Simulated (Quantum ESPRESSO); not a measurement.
BAs: relaxation of cell and atoms with PBE

BAs:

```
CELL_PARAMETERS angstrom
0.00000 2.38850 2.38850
2.38850 0.00000 2.38850
2.38850 2.38850 0.00000
ATOMIC_POSITIONS crystal
As 0.75000 0.75000 0.75000
B 0.00000 0.00000 0.00000
```

* Program: Quantum ESPRESSO 7.5
* Task: relaxation of cell and atoms
* Functional: PBE
* Potentials or basis: SSSP 1.3 efficiency PBE
* Cutoff: 857 eV
* Density cutoff: 6884 eV
* k mesh: 10 × 10 × 10
* Occupations: fermi-dirac, width 0.05 eV
* Spin: no spin polarisation
* Target pressure: 20 GPa
* Mixing beta: 0.5
* Most SCF iterations: 120
* SCF threshold: 4e-10 Ry
* Most ionic steps: 40
* Forc conv thr: 0.0004 Ry/bohr
* Etot conv thr: 1e-05 Ry
* Ion dynamics: bfgs
* Cell dynamics: bfgs
* Press conv thr: 0.3 kbar

The relaxed volume is 12.41 Å³/atom and the relaxed cell is a = 3.274 Å, b = 3.274 Å, c = 3.274 Å, α = 60.00°, β = 60.00°, γ = 60.00°. The space group after relaxing (to 0.05 Å) is F-43m (No. 216). The energy change on relaxing (the enthalpy is what falls) is +84.6 meV/atom and the ionic steps are 4. The pressure after relaxing is 20.0 GPa and the band gap on the k mesh is 1.07 eV, indirect (least direct gap 3.44 eV).

Step by step:
| step | energy change (eV) | largest force (eV/Å) | pressure (GPa) | volume (Å³) |
| --- | --- | --- | --- | --- |
| 1 | 0.0000 | 0.0000 | 3.44 | 27.25 |
| 2 | 0.1446 | 0.0000 | 18.30 | 25.02 |
| 3 | 0.1726 | 0.0000 | 20.23 | 24.78 |
| 4 | 0.1692 | 0.0000 | 20.00 | 24.81 |

Final structure:
```yaml
crystal:
  lattice:
    - [0.00000, 2.31491, 2.31491]
    - [2.31491, 0.00000, 2.31491]
    - [2.31491, 2.31491, 0.00000]
  atoms:
    - { symbol: As, position: [0.75000, 0.75000, 0.75000] }
    - { symbol: B, position: [0.00000, 0.00000, 0.00000] }
```

Levels at points of the mesh, in eV from the valence-band top:
| k point | band 1 | band 2 | band 3 | band 4 | band 5 | band 6 | band 7 | band 8 | band 9 |
| --- | --- | --- | --- | --- | --- | --- | --- | --- | --- |
| (0.00, 0.00, 0.00) | -16.27 | 0.00 | 0.00 | 0.00 | 3.44 | 3.44 | 3.44 | 6.07 | 10.29 |
| (0.00, 0.00, -0.50) | -13.06 | -9.48 | -1.96 | -1.96 | 3.31 | 4.90 | 4.90 | 9.29 | 13.66 |
| (0.00, -0.50, -0.50) | -11.59 | -9.05 | -4.45 | -4.45 | 1.28 | 1.35 | 12.40 | 12.40 | 13.99 |

Wall time 48 s on 1 thread of Arm Neoverse V1 (shared host), peak memory 0.07 GiB.

A k mesh can miss the band edges.
